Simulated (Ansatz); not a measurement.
C in Ansatz: the effect of strain

The system is C.

```
CELL_PARAMETERS angstrom
2.42122 0.00000 0.00000
-1.21061 2.09683 0.00000
0.00000 0.00000 8.23710
ATOMIC_POSITIONS crystal
C 0.66667 0.33333 0.84375
C 0.33333 0.66667 0.34375
C 0.66667 0.33333 0.65625
C 0.33333 0.66667 0.15625
C 0.00000 0.00000 0.90625
C 0.00000 0.00000 0.40625
C 0.00000 0.00000 0.59375
C 0.00000 0.00000 0.09375
```

This is a hexagonal form of diamond, not graphite.

Alike in all runs:

```yaml
Program: Ansatz 0.2.0
Task: relaxation of the atoms
Functional: PBE
Potentials_or_basis: Ansatz PAW
Cutoff: "420 eV (not typed: the program's choice for these potentials)"
k_mesh: 10 × 10 × 3
Occupations: fermi-dirac, width 0.05 eV
Spin: no spin polarisation
Kind_of_strain: biaxial
```

Each run relaxes the cell or the atoms first.

```tsv
strain	gap on the mesh (eV)	pressure (GPa)
-0.04	?	?
-0.02	4.73	21.4
-0.01	4.60	11.4
0	4.46	2.2
0.01	4.31	-6.1
0.02	4.14	-13.6
0.04	3.79	-26.5
```

Q: What does the run with strain -0.04 give?

A: gap on the mesh 4.91 eV; pressure 44.3 GPa.

Worked out: A parabola through the other rows of the gap on the mesh, of slope -10.5 eV per unit of strain there, extrapolates to 4.96 eV, against the run's 4.91. A parabola through the other rows of the pressure, of slope -1190 GPa per unit of strain there, extrapolates to 43.6 GPa, against the run's 44.3.

Caveats: odd divisions of the mesh miss points on the zone boundary, where band edges often lie, so the gap on the mesh can be too wide; the thresholds are loose for stress.

A k mesh can miss the band edges.
